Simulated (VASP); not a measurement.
Write the native input for VASP 6.6.1 that does the following.

```yaml
Task: single point
Functional: PBE
Potentials_or_basis: VASP PAW PBE potentials, release 64 (Ga_d, P)
Cutoff: 900 eV
k_mesh: 7 × 7 × 7
Occupations: gaussian, width 0.02 eV
Spin: no spin polarisation
Further_INCAR_settings: ADDGRID = False; ALGO = Normal; EDIFF = 1e-08
```

The structure of GaP lies in POSCAR:

```
GaP
1.0
    1.9430151755      1.1218003346      6.4308101003
   -1.9430151755      1.1218003346      6.4308101003
    0.0000000000     -2.2436006692      6.4308101003
Ga P
2 2
Direct
    0.5646280000      0.5646280000      0.5646280000
    0.4353720000      0.4353720000      0.4353720000
    0.9426110000      0.9426110000      0.9426110000
    0.0573890000      0.0573890000      0.0573890000
```

Measurements of this composition are mostly on another form, of space group No. 216.

These files were run (other wordings do the same):

INCAR

```
SYSTEM = GaP
ADDGRID = .FALSE. ; ALGO = Normal
EDIFF = 1E-8 ; ENCUT = 900
GGA = PE ; ISIF = 2
ISMEAR = 0 ; LASPH = .TRUE.
LCHARG = .FALSE. ; LREAL = .FALSE.
LWAVE = .FALSE. ; NELM = 100
PREC = Accurate ; SIGMA = 0.02
```

KPOINTS

```
k-points
0
G
  7 7 7
  0 0 0
```

Potentials or basis: VASP PAW PBE potentials, release 64 (Ga_d, P).

Run with:

```sh
$ cat potpaw_PBE.64/Ga_d/POTCAR potpaw_PBE.64/P/POTCAR > POTCAR
$ mpirun -np 1 vasp_std > vasp.out
```

It gave:

```
Pressure               : 0.0 GPa
Largest force          : 0.053 eV/Å
Band gap on the k mesh : 0.98 eV, indirect (least direct gap 1.14 eV)
```

Caveat: an odd mesh through Γ misses points on the zone boundary, where band edges often lie.

It took 8.1 min on 1 thread of Intel(R) Xeon(R) Platinum 8488C (Sapphire Rapids) (shared host), peak memory 0.73 GiB.
